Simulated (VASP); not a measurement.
# PbS (P-6m2) in VASP: a series of runs

One crystal, PbS, is run at these levels: PBE; tasks: single point.

Everything below comes from runs of VASP 6.6.1. Logs are shortened: lines on timing, memory, paths and dates and some standing lists are left out, and cuts for length are marked.

## Step 1: The crystal as given

It takes space group P-6m2 (No. 187, hexagonal). Conventional cell: a = 4.090 Å, b = 4.090 Å, c = 3.788 Å, α = 90.00°, β = 90.00°, γ = 120.00°. Around Pb (site symmetry -6m2) lie 6 S at 3.03 Å. S (site symmetry -6m2) is surrounded by 6 Pb at 3.03 Å.

Measurements of this composition are mostly on another form, of space group No. 225.

## Step 2: Single point, PBE

INCAR

```
SYSTEM = PbS
PREC = Accurate
ENCUT = 300
EDIFF = 1E-6
ISMEAR = 0
SIGMA = 0.05
LREAL = .FALSE.
LASPH = .TRUE.
NELM = 100
ALGO = Normal
ISIF = 2
LWAVE = .FALSE.
LCHARG = .FALSE.
GGA = PE
NBANDS = 12
ADDGRID = .FALSE.
```

KPOINTS

```
Automatic mesh
0
G
  2 2 2
  0 0 0
```

POSCAR

```
PbS
1.0
    4.0896976867      0.0000000000      0.0000000000
   -2.0448488433      3.5417820905      0.0000000000
    0.0000000000      0.0000000000      3.7881670000
Pb S
1 1
Direct
    0.0512430000     -0.0024510000     -0.0244300000
    0.6810560000      0.3414810000      0.4970830000
```

Potentials or basis: VASP PAW PBE potentials, release 64 (Pb, S).

The run is started by

```bash
> cat potpaw_PBE.64/Pb/POTCAR potpaw_PBE.64/S/POTCAR > POTCAR
> mpirun -np 1 vasp_std > vasp.out
```

OUTCAR:

```text
SYSTEM = PbS
   PREC = Accurate
   ENCUT = 300
   EDIFF = 1E-6
   ISMEAR = 0
   LREAL = .FALSE.
   LASPH = .TRUE.
   NELM = 100
   ISIF = 2
   GGA = PE

 Found      8 irreducible k-points:

 Following reciprocal coordinates:
            Coordinates               Weight
  0.000000  0.000000  0.000000      1.000000
  0.500000  0.000000  0.000000      1.000000
  0.000000  0.500000  0.000000      1.000000
  0.500000  0.500000  0.000000      1.000000
  0.000000  0.000000  0.500000      1.000000
  0.500000  0.000000  0.500000      1.000000
   k-points           NKPTS =      8   k-points in BZ     NKDIM =      8   number of bands    NBANDS=     12
   number of dos      NEDOS =    301   number of ions     NIONS =      2
   total plane-waves  NPLWV =  13824
   dimension x,y,z NGX =    24 NGY =   24 NGZ =   24
   dimension x,y,z NGXF=    48 NGYF=   48 NGZF=   48
   ions per type =               1   1
   NGX,Y,Z   is equivalent  to a cutoff of   9.76,  9.76, 10.53 a.u.
   NGXF,Y,Z  is equivalent  to a cutoff of  19.51, 19.51, 21.07 a.u.
 SYSTEM =  PbS
   PREC   = accura    normal or accurate (medium, high low for compatibility)
   ISTART =      0    job   : 0-new  1-cont  2-samecut
   ICHARG =      2    charge: 1-file 2-atom 10-const
   ISPIN  =      1    spin polarized calculation?
   LNONCOLLINEAR =      F non collinear calculations
   LSORBIT =      F    spin-orbit coupling
   LASPH  =      T    aspherical Exc in radial PAW
   ENCUT  =  300.0 eV  22.05 Ry    4.70 a.u.   5.78  5.78  5.35*2*pi/ulx,y,z
   NELM   =    100;   NELMIN=  2; NELMDL= -5     # of ELM steps
   EDIFF  = 0.1E-05   stopping-criterion for ELM
   LREAL  =      F    real-space projection
   EDIFFG = 0.1E-04   stopping-criterion for IOM
   NSW    =      0    number of steps for IOM
   IBRION =     -1    ionic relax: 0-MD 1-quasi-New 2-CG
   NFREE  =      0    steps in history (QN), initial steepest desc. (CG)
   ISIF   =      2    stress and relaxation
   ISYM   =      2    0-nonsym 1-usesym 2-fastsym
   POTIM  = 0.5000    time-step for ionic-motion
   TEBEG  =    0.0;   TEEND  =   0.0 temperature during run
   PSTRESS=    0.0 pullay stress
   NELECT =      10.0000    total number of electrons
   NUPDOWN=      -1.0000    fix difference up-down
   EMIN   =  10.00;   EMAX   =-10.00  energy-range for DOS
   EFERMI =   0.00;   METHOD = LEGACY
   ISMEAR =     0;   SIGMA  =   0.05  broadening in eV -4-tet -1-fermi 0-gaus
   EFERMI_NEDOS =   21; number of points for ismear=-14 and -15
   IALGO  =     38    algorithm
   IMIX   =      4    mixing-type and parameters
     AMIX     =   0.40;   BMIX     =  1.00
     AMIX_MAG =   1.60;   BMIX_MAG =  1.00
  volume/ion in A,a.u.               =      27.44       185.14
  Fermi-wavevector in a.u.,A,eV,Ry     =   0.928170  1.753987 11.721408  0.861499
  Thomas-Fermi vector in A             =   2.054318
   LORBIT       =      0    0 simple, 1 ext, 2 COOP (PROOUT), +10 PAW based schemes
   GGA     = PE    functional components
   LHFCALC =     F    Hartree Fock is set to
   AEXX    =    0.0000 exact exchange contribution
   IVDW    =     0    specifies the selected vdW correction
   LEPSILON=     F    determine dielectric tensor
   LRPA    =     F    only Hartree local field effects (RPA)
 non-spin polarized calculation
 Gauss-broadening in eV      SIGMA  =   0.05
  energy-cutoff  :      300.00
  volume of cell :       54.87
 maximum number of plane-waves:       658
 NGX is ok and might be reduce to    24
   NGX = 11   NGY = 11   NGZ = 11

 number of electron      10.0000001 magnetization

 Free energy of the ion-electron system (eV)
  ---------------------------------------------------
  ext. energy  EPLUGINS =         0.00000000
  ---------------------------------------------------
  free energy    TOTEN  =        -8.27144320 eV

  energy without entropy =       -8.27144320  energy(sigma->0) =       -8.27144320

 E-fermi :   4.3307     XC(G=0):  -9.3461

 val. band max:        4.0373884093   @ k =   0.0000   0.0000   0.5000
 cond. band min:       4.8045747494   @ k =   0.0000   0.0000   0.5000
 fundamental gap:      0.7671863401
 Fermi energy:         4.3307064121

 k-point     1 :       0.0000    0.0000    0.0000
  band No.  band energies     occupation
      1      -9.1725      2.00000
      2      -2.5504      2.00000
      3       1.8551      2.00000
      4       2.0395      2.00000
      5       2.6277      2.00000
      6       6.9031      0.00000
      7       7.8429      0.00000
      8       9.1115      0.00000
      9      10.4985      0.00000
     10      10.8159      0.00000
     11      14.3076      0.00000
     12      15.2196      0.00000

 k-point     2 :       0.5000    0.0000    0.0000
  band No.  band energies     occupation
      1      -7.9699      2.00000
      2      -4.8952      2.00000
      3       1.4193      2.00000
      4       2.4700      2.00000
      5       2.9817      2.00000
      6       5.7393      0.00000
      7       7.4887      0.00000
      8       8.7204      0.00000
      9       9.6759      0.00000
     10      14.6143      0.00000
     11      14.7585      0.00000
     12      15.2515      0.00000

 k-point     3 :       0.0000    0.5000    0.0000
  band No.  band energies     occupation
      1      -8.0356      2.00000
      2      -4.7236      2.00000
      3       1.3854      2.00000
      4       2.2405      2.00000
      5       2.9090      2.00000
      6       5.8207      0.00000
      7       7.6617      0.00000
      8       8.5885      0.00000
      9       9.9414      0.00000
     10      14.5910      0.00000
     11      14.7513      0.00000
     12      15.1521      0.00000

 k-point     4 :       0.5000    0.5000    0.0000
  band No.  band energies     occupation
      1      -8.1901      2.00000
      2      -4.2347      2.00000
      3       1.1622      2.00000
      4       1.6893      2.00000
      5       2.7232      2.00000
      6       6.0254      0.00000
      7       8.1714      0.00000
      8       9.1577      0.00000
      9       9.5802      0.00000
     10      14.3937      0.00000
     11      14.6197      0.00000
     12      14.9666      0.00000

 k-point     5 :       0.0000    0.0000    0.5000
  band No.  band energies     occupation
      1      -7.9984      2.00000
      2      -5.1488      2.00000
      3       2.8493      2.00000
      4       3.0243      2.00000
      5       4.0374      2.00000
      6       4.8046      0.00000
      7       7.5136      0.00000
      8       7.9014      0.00000
      9      11.9613      0.00000
     10      12.1459      0.00000
     11      12.2231      0.00000
     12      12.8051      0.00000

 k-point     6 :       0.5000    0.0000    0.5000
  band No.  band energies     occupation
      1      -7.3922      2.00000
      2      -3.5487      2.00000
      3      -0.3932      2.00000
      4      -0.2364      2.00000
      5       2.6566      2.00000
      6       5.9983      0.00000
      7       6.9938      0.00000
      8       7.2121      0.00000
      9      11.9874      0.00000
     10      14.2179      0.00000
     11      16.4655      0.00000
     12      17.0361      0.00000

 [... further k-points ...]

------------------------ aborting loop because EDIFF is reached ----------------------------------------

  FORCE on cell =-STRESS in cart. coord.  units (eV):
  Direction    XX          YY          ZZ          XY          YZ          ZX
  --------------------------------------------------------------------------------------
  -------------------------------------------------------------------------------------
  Total        0.3597257      0.2814525     -0.3899637     -0.3226805     -0.0059960     -0.1479344
  in kB       10.5036415      8.2181396    -11.3865606     -9.4219577     -0.1750768     -4.3195407
  external PRESSURE =       2.4450735 kB  Pullay stress =       0.0000000 kB

 VOLUME and BASIS-vectors are now :
 -----------------------------------------------------------------------------
  energy-cutoff  :      300.00
  volume of cell :       54.87
      direct lattice vectors                 reciprocal lattice vectors
     4.089697687  0.000000000  0.000000000     0.244516851  0.141171870  0.000000000
    -2.044848843  3.541782090  0.000000000     0.000000000  0.282343740  0.000000000
     0.000000000  0.000000000  3.788167000     0.000000000  0.000000000  0.263979914

 POSITION                                       TOTAL-FORCE (eV/Angst)
 -----------------------------------------------------------------------------------
     -1.83027      3.53310      3.69562        -0.348297      0.125043     -0.204026
      2.08704      1.20945      1.88303         0.348297     -0.125043      0.204026
 -----------------------------------------------------------------------------------
    total drift:                               -0.000035     -0.000042     -0.000239

  FREE ENERGIE OF THE ION-ELECTRON SYSTEM (eV)
  ---------------------------------------------------
  free  energy   TOTEN  =        -8.2714431971 eV

  energy  without entropy=       -8.2714431971  energy(sigma->0) =       -8.27144320
```

Run time: 2.6 s. Hardware: 1 thread of Intel Xeon 6975P-C (Granite Rapids), shared host; peak memory 0.13 GiB.

The run converged, but some of its settings lie outside the range that counts as converged, so its numbers aren't taken as properties of the crystal.

Results:

```yaml
Free_energy: -8.2714 eV
Pressure: 0.2 GPa
Largest_force: 0.423 eV/Å
Band_gap_on_the_k_mesh: 0.77 eV, direct
```

Caveat: the k mesh is coarse (spacing up to 0.89 Å⁻¹), so the values aren't converged; the cutoff is under 1.25 times the usual one of these potentials, so pressure, stress and relaxed cells hold a basis-set (Pulay) error; spin-orbit coupling is left out, which as a rule narrows the gap of such compounds by several tenths of an eV.

(Part 1 of 2 ends here.)
